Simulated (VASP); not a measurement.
**KTaO3 under changes of volume**

One of the cells (12.753 Å³/atom); the others are scaled copies at fixed shape and fractional positions:

```
Ta K O
1.0
     3.99515    0.00000    0.00000
     0.00000    3.99515    0.00000
     0.00000    0.00000    3.99515
Ta K O
1 1 3
Direct
  0.00000 0.00000 0.00000
  0.50000 0.50000 0.50000
  0.00000 0.00000 0.50000
  0.00000 0.50000 0.00000
  0.50000 0.00000 0.00000
```

| Item | Value |
| --- | --- |
| Program | VASP 6.6.1 |
| Functional | r2SCAN |
| Potentials or basis | VASP PAW PBE potentials, release 64 (Ta_pv, K_sv, O) |
| Cutoff | 520 eV |
| k mesh | 6 × 6 × 6 |
| Occupations | gaussian, width 0.02 eV |
| Spin | no spin polarisation |

| volume (Å³/atom) | energy over the lowest point (meV/atom) | pressure (GPa) | gap on the mesh (eV) |
| --- | --- | --- | --- |
| 12.243 | 15.54 | 9.5 | 2.69 |
| 12.498 | 4.03 | 4.6 | 2.64 |
| 12.753 | 0.00 | -0.1 | 2.58 |
| 13.009 | ? | ? | ? |
| 13.264 | 11.42 | -7.4 | 2.48 |

Question: What does the run at 13.009 Å³/atom give?

Answer: Energy over the lowest point 2.70 meV/atom; pressure -3.9 GPa; gap on the mesh 2.53 eV.

Worked out: A Birch-Murnaghan fit of order 2 (a polynomial in V^(-2/3)) to the other rows has its minimum at 12.78 Å³/atom with B0 = V·E''(V) = 209 GPa. It gives 2.66 meV/atom at 13.009 Å³/atom, against the run's 2.70, and -dE/dV = -3.7 GPa, against -3.9. A straight line through the other rows of the gap, of slope -2.64 eV per unit of ln V, gives 2.53 eV, against the run's 2.53.

Energies are extrapolated to zero smearing.

Caveats: the PAW data sets were made with another functional, which shifts forces and pressure a little; spin-orbit coupling is left out, which moves the levels of the heavy elements.

A mesh can miss the band edges.
